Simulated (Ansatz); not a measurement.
# Ta(100) with 4 layers of random Ta-Zn, 2x2: scattering by chemical disorder, part 2 of 2

How strongly does chemical disorder scatter in Ta(100) with 4 layers of random Ta-Zn, 2x2?

Ansatz 0.2.0; Ansatz plane-wave DFT, PBE, PAW files; ballistic transport by layer matching (Landauer), zero bias; PAW set soft_1.

So far. Step 3 (With 8 alloy layers): Over the solved energies the transmission per spin lies between 2.54 and 2.69, out of 10.2 channels of the lead on average (up to 10.5).

### Step 4. With 12 alloy layers

In 12 layers a share of 0.25 of the sites is given to Zn at random. A fresh draw is used; the growth of the resistance with length is what counts.

System of this step: Ta(100) with 12 layers of random Ta-Zn, 2x2. The cell holds 88 atoms: 76 Ta and 12 Zn. Cell: a = 6.605 Å, b = 6.605 Å, c = 36.328 Å, α = 90.0°, β = 90.0°, γ = 90.0°. It derives from Ta. Regions: lead, 40 atoms (40 Ta); scattering region, 48 atoms (36 Ta and 12 Zn). The structure is stacked along c, and the current runs across the ab planes.

Input file input.yaml:

```yaml
crystal:
  lattice:
    - [6.60512, 0.0, 0.0]
    - [0.0, 6.60512, 0.0]
    - [0.0, 0.0, 36.32816]
  atoms:
    - { symbol: Ta, position: [0.0, 0.0, 0.0227272727] }
    - { symbol: Ta, position: [0.0, 0.5, 0.0227272727] }
    - { symbol: Ta, position: [0.5, 0.0, 0.0227272727] }
    - { symbol: Ta, position: [0.5, 0.5, 0.0227272727] }
    - { symbol: Ta, position: [0.25, 0.25, 0.0681818182] }
    - { symbol: Ta, position: [0.25, 0.75, 0.0681818182] }
    - { symbol: Ta, position: [0.75, 0.25, 0.0681818182] }
    - { symbol: Ta, position: [0.75, 0.75, 0.0681818182] }
    - { symbol: Ta, position: [0.0, 0.0, 0.1136363636] }
    - { symbol: Ta, position: [0.0, 0.5, 0.1136363636] }
    - { symbol: Ta, position: [0.5, 0.0, 0.1136363636] }
    - { symbol: Ta, position: [0.5, 0.5, 0.1136363636] }
    - { symbol: Ta, position: [0.25, 0.25, 0.1590909091] }
    - { symbol: Ta, position: [0.25, 0.75, 0.1590909091] }
    - { symbol: Ta, position: [0.75, 0.25, 0.1590909091] }
    - { symbol: Ta, position: [0.75, 0.75, 0.1590909091] }
    - { symbol: Ta, position: [0.0, 0.0, 0.2045454545] }
    - { symbol: Ta, position: [0.0, 0.5, 0.2045454545] }
    - { symbol: Ta, position: [0.5, 0.0, 0.2045454545] }
    - { symbol: Ta, position: [0.5, 0.5, 0.2045454545] }
    - { symbol: Ta, position: [0.25, 0.25, 0.25] }
    - { symbol: Ta, position: [0.25, 0.75, 0.25] }
    - { symbol: Ta, position: [0.75, 0.25, 0.25] }
    - { symbol: Ta, position: [0.75, 0.75, 0.25] }
    - { symbol: Ta, position: [0.0, 0.0, 0.2954545455] }
    - { symbol: Ta, position: [0.0, 0.5, 0.2954545455] }
    - { symbol: Zn, position: [0.5, 0.0, 0.2954545455] }
    - { symbol: Ta, position: [0.5, 0.5, 0.2954545455] }
    - { symbol: Zn, position: [0.25, 0.25, 0.3409090909] }
    - { symbol: Zn, position: [0.25, 0.75, 0.3409090909] }
    - { symbol: Ta, position: [0.75, 0.25, 0.3409090909] }
    - { symbol: Ta, position: [0.75, 0.75, 0.3409090909] }
    - { symbol: Ta, position: [0.0, 0.0, 0.3863636364] }
    - { symbol: Zn, position: [0.0, 0.5, 0.3863636364] }
    - { symbol: Ta, position: [0.5, 0.0, 0.3863636364] }
    - { symbol: Ta, position: [0.5, 0.5, 0.3863636364] }
    - { symbol: Zn, position: [0.25, 0.25, 0.4318181818] }
    - { symbol: Ta, position: [0.25, 0.75, 0.4318181818] }
    - { symbol: Zn, position: [0.75, 0.25, 0.4318181818] }
    - { symbol: Ta, position: [0.75, 0.75, 0.4318181818] }
    - { symbol: Ta, position: [0.0, 0.0, 0.4772727273] }
    - { symbol: Ta, position: [0.0, 0.5, 0.4772727273] }
    - { symbol: Zn, position: [0.5, 0.0, 0.4772727273] }
    - { symbol: Ta, position: [0.5, 0.5, 0.4772727273] }
    - { symbol: Ta, position: [0.25, 0.25, 0.5227272727] }
    - { symbol: Ta, position: [0.25, 0.75, 0.5227272727] }
    - { symbol: Ta, position: [0.75, 0.25, 0.5227272727] }
    - { symbol: Ta, position: [0.75, 0.75, 0.5227272727] }
    - { symbol: Ta, position: [0.0, 0.0, 0.5681818182] }
    - { symbol: Ta, position: [0.0, 0.5, 0.5681818182] }
    - { symbol: Ta, position: [0.5, 0.0, 0.5681818182] }
    - { symbol: Ta, position: [0.5, 0.5, 0.5681818182] }
    - { symbol: Zn, position: [0.25, 0.25, 0.6136363636] }
    - { symbol: Ta, position: [0.25, 0.75, 0.6136363636] }
    - { symbol: Zn, position: [0.75, 0.25, 0.6136363636] }
    - { symbol: Ta, position: [0.75, 0.75, 0.6136363636] }
    - { symbol: Ta, position: [0.0, 0.0, 0.6590909091] }
    - { symbol: Zn, position: [0.0, 0.5, 0.6590909091] }
    - { symbol: Ta, position: [0.5, 0.0, 0.6590909091] }
    - { symbol: Zn, position: [0.5, 0.5, 0.6590909091] }
    - { symbol: Ta, position: [0.25, 0.25, 0.7045454545] }
    - { symbol: Ta, position: [0.25, 0.75, 0.7045454545] }
    - { symbol: Ta, position: [0.75, 0.25, 0.7045454545] }
    - { symbol: Zn, position: [0.75, 0.75, 0.7045454545] }
    - { symbol: Ta, position: [0.0, 0.0, 0.75] }
    - { symbol: Ta, position: [0.0, 0.5, 0.75] }
    - { symbol: Ta, position: [0.5, 0.0, 0.75] }
    - { symbol: Ta, position: [0.5, 0.5, 0.75] }
    - { symbol: Ta, position: [0.25, 0.25, 0.7954545455] }
    - { symbol: Ta, position: [0.25, 0.75, 0.7954545455] }
    - { symbol: Ta, position: [0.75, 0.25, 0.7954545455] }
    - { symbol: Ta, position: [0.75, 0.75, 0.7954545455] }
    - { symbol: Ta, position: [0.0, 0.0, 0.8409090909] }
    - { symbol: Ta, position: [0.0, 0.5, 0.8409090909] }
    - { symbol: Ta, position: [0.5, 0.0, 0.8409090909] }
    - { symbol: Ta, position: [0.5, 0.5, 0.8409090909] }
    - { symbol: Ta, position: [0.25, 0.25, 0.8863636364] }
    - { symbol: Ta, position: [0.25, 0.75, 0.8863636364] }
    - { symbol: Ta, position: [0.75, 0.25, 0.8863636364] }
    - { symbol: Ta, position: [0.75, 0.75, 0.8863636364] }
    - { symbol: Ta, position: [0.0, 0.0, 0.9318181818] }
    - { symbol: Ta, position: [0.0, 0.5, 0.9318181818] }
    - { symbol: Ta, position: [0.5, 0.0, 0.9318181818] }
    - { symbol: Ta, position: [0.5, 0.5, 0.9318181818] }
    - { symbol: Ta, position: [0.25, 0.25, 0.9772727273] }
    - { symbol: Ta, position: [0.25, 0.75, 0.9772727273] }
    - { symbol: Ta, position: [0.75, 0.25, 0.9772727273] }
    - { symbol: Ta, position: [0.75, 0.75, 0.9772727273] }
kpoints:
  mp_grid: { grid: [4, 4, 1] }
hamiltonian:
  xc: pbe
  pseudopotentials: { kind: paw, azcp: { folder: soft_1 } }
scf:
  occupations: { method: fermi_dirac, width: 0.1 }
output:
  transmission: { leads: [[0, 4]], kmesh: [8, 8], e_range: [-0.05, 0.05], de: 0.05 }
  write_potential: true
  write_density: true
  volumetric_format: npy
```

Command:

```
$ ansatz run input.yaml --threads 4 --pin off --max-ram 15360MiB --backend cpu --events-out ev --progress --plain --runs-dir out
```

Numbers of over 12 decimals in the logs are rounded to 6 here.

The program printed:

```text
[...]
Crystal: 88 atoms, lattice volume = 1584.911 Å³
Basis set: ecut = 420 eV, 30897 PW (Γ)
Bands: 680, of which v1, the nominal top of the filled ones, is band 566 counted from 1 (565 counted from 0)
Symmetry: 1 space group operations
[...]
k-points: 10 of 16 (time reversal used)
[...]
SCF iter   1: F=—  HF=-794795.608003 eV  |F-HF|=—  |Δ(HF+E_count)|=         —  Δρ=9.33e-2  dr2=3.51e3  ethr=3.10e-3  ⟨swp⟩=7.1  Hψ=29082  notcnv=0  defer=15
[...]
SCF iter  14: F=-794751.635911 eV  HF=-794751.635911 eV  |F-HF|=1.18e-8  |Δ(HF+E_count)|=   3.39e-8  Δρ=1.03e-6  dr2=2.18e-8  ethr=8.83e-12  ⟨swp⟩=3.0  Hψ=12435  notcnv=0
SCF 1 converged in 14 iterations: F = -794751.635911 eV  dr2 = 2.18e-8
[...]
transmission: 228 of 2278 steps passed
transmission: 456 of 2278 steps passed
[...]
transmission: 2278 of 2278 steps passed
SCF converged after 14 iterations
Free energy (F): -794751.635911 eV
[...]
Internal energy: -794748.402029 eV  (E = F + TS)
E sigma→0 (E₀):  -794750.018970 eV
Entropy (-TS):   -3.233882 eV (-36.749 meV/atom)
Fermi energy:    17.219279 eV
[...]
--- Band table (eV; the first three rows and the last of 10) ---
  k-point 0: bands = [... 562 lower, 17.7993, 17.8278, 17.8366, 17.8458, 17.8589, 17.8614, 17.8713, 17.8722, ... 110 higher]
  k-point 1: bands = [... 562 lower, 17.4754, 17.4919, 17.5019, 17.5224, 17.5369, 17.5507, 17.5739, 17.5894, ... 110 higher]
  k-point 2: bands = [... 562 lower, 17.1027, 17.1160, 17.1518, 17.1556, 17.1797, 17.1930, 17.2401, 17.2529, ... 110 higher]
  k-point 9: bands = [... 562 lower, 16.5908, 16.5934, 16.6010, 16.6098, 16.6180, 16.6251, 16.6373, 16.6604, ... 110 higher]
--- Transmission ---
  basis      : 377 plane waves across, 67 finite elements along
  points     : 34, standing for a mesh of 8 x 8
[...]
channels       : 1.048438e1 a spin
[...]
junction   : crystal 0 to crystal 0, 0.70 to 35.37 Å
    transmission   : 2.292621e0 a spin
[...]
```

Elapsed: 42 min, on 4 threads of Arm Neoverse V1, shared host; peak memory 8.7 GiB.

Numbers from this step:

| Property | Result |
| --- | --- |
| free energy | -794751.6359 eV |
| energy at zero smearing | -794750.0190 eV |
| Fermi energy | 17.22 eV |
| transmission per spin nearest the Fermi level | 2.293 |
| step of the lead's potential | 3.7 meV |

Per spin. The transmission, zone mean by energy, zero at the Fermi level:

```tsv
energy (eV)	transmission, zone mean
-0.0500	2.36
0.0000	2.29
0.0500	2.12
```

Over the solved energies the transmission per spin lies between 2.12 and 2.36, out of 10.2 channels of the lead on average (up to 10.5).

### Step 5. Resistance against length

This step: Ansatz plane-wave DFT, PBE, PAW files; ballistic transport by layer matching (Landauer), zero bias; residual resistivity from the slope of the area resistance, atoms on the host's lattice; PAW set soft_1 (Ansatz 0.2.0).

Numbers from this step:

| Item | Value |
| --- | --- |
| resistivity | 67.12 µΩ cm |
| intercept | 0.6473 fΩ m² |
| scatter about the fit | 0.05088 fΩ m² |

Resistance, by row:

```tsv
run	length (Å)	T	channels N	RA (fΩ m²)
n4	6.605	3.509	10.23	1.055
n8	13.21	2.61	10.21	1.606
n12	19.82	2.259	10.21	1.941
```

The area resistance by length of the alloy:

```tsv
length of the alloy (Å)	area resistance (fΩ m²)
6.61	1.05
13.21	1.61
19.82	1.94
```

The area resistance goes from 1.1 to 1.9 fΩ m² between 6.6 and 19.8 Å, a slope of 67 µΩ cm.

By hand from the end points: (1.941 − 1.055) fΩ m² / (19.82 − 6.61) Å = 67 µΩ cm, since 1 fΩ m² per Å is 1000 µΩ cm.

### Step 6. Summary of results

```yaml
resistivity_from_the_slope: 67.1 µΩ cm
area_resistance_over_6p61_a: 1.05 fΩ m²
area_resistance_over_13p2_a: 1.61 fΩ m²
area_resistance_over_19p8_a: 1.94 fΩ m²
```

In words: The slope gives 67 µΩ cm. The points scatter by 0.051 fΩ m² about the line, with one random draw a length in a 2x2 cell, so the slope is a rough value. Read with a model of isotropic scattering on a spherical Fermi surface and the lead's 1.8×10¹⁵ S/m², this slope means a mean free path near 6.2 Å; over these lengths the model's slope is within 3 % of its bulk resistivity. The atoms sit on the host's lattice, so scattering by size misfit is left out. Spin-orbit coupling is left out, which matters for Ta.

[Logs are printed without paths, hosts, clocks, repeated set-up lines and the standing remarks that a program may print on its own settings, such as how far it seeks lower states.]

[Hosts, paths, dates, database ids (printed as entryN), source tags and the programs' standing remarks are cut or masked in the printed files.]
